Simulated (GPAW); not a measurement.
Input of a GPAW 26.7.0 run:

Contents of run.py:

```python
from ase import Atoms
from ase.calculators.mixing import SumCalculator
from ase.filters import FrechetCellFilter
from ase.io import write
from ase.optimize import BFGS
from dftd3.ase import DFTD3
from gpaw import GPAW, PW, setup_paths

setup_paths.insert(0, '.')

atoms = Atoms(['Pd'],
              cell=[[0.0, 1.9465, 1.9465],
                    [1.9465, 0.0, 1.9465],
                    [1.9465, 1.9465, 0.0]],
              scaled_positions=[[0.0, 0.0, 0.0]],
              pbc=True)

calc = GPAW(mode=PW(600),
            xc='PBEsol',
            kpts={'size': (12, 12, 12), 'gamma': True},
            occupations={'name': 'fermi-dirac', 'width': 0.05},
            nbands=17,
            convergence={'density': 1e-05, 'forces': 0.0001},
            maxiter=150,
            txt='gpaw.txt')
atoms.calc = SumCalculator([calc, DFTD3(method='pbesol', damping='d3bj')])
opt = BFGS(FrechetCellFilter(atoms), trajectory='relax.traj', logfile='-')
done = opt.run(fmax=0.02, steps=60)
calc.write('gs.gpw')
write('result.traj', atoms)
print('Converged:', done)
print('Cell:', atoms.cell.cellpar().round(4))
print('Volume:', round(atoms.get_volume(), 4))
print(atoms.get_scaled_positions().round(5))
```

Potentials or basis: PAW data sets generated in the run's folder for this functional, pw.

Launch:

```sh
$ gpaw-setup -f PBEsol Pd
$ OMP_NUM_THREADS=1 python run.py
```

Estimate the relaxed cell.

a = 2.710 Å, b = 2.710 Å, c = 2.710 Å, α = 60.00°, β = 60.00°, γ = 60.00°.

Estimate the dispersion energy per atom.

-0.651 eV.

Step by step:
| step | energy change (eV) | largest force (eV/Å) | pressure (GPa) | volume (Å³) |
| --- | --- | --- | --- | --- |
| 1 | 0.0000 | 0.0000 | -9.34 | 14.75 |
| 2 | -0.0200 | 0.0000 | -2.06 | 14.22 |
| 3 | -0.0210 | 0.0000 | 0.19 | 14.08 |

Caveat: later steps reuse the first step's grids; pairwise dispersion overbinds metals, which lowers pressure and volume.
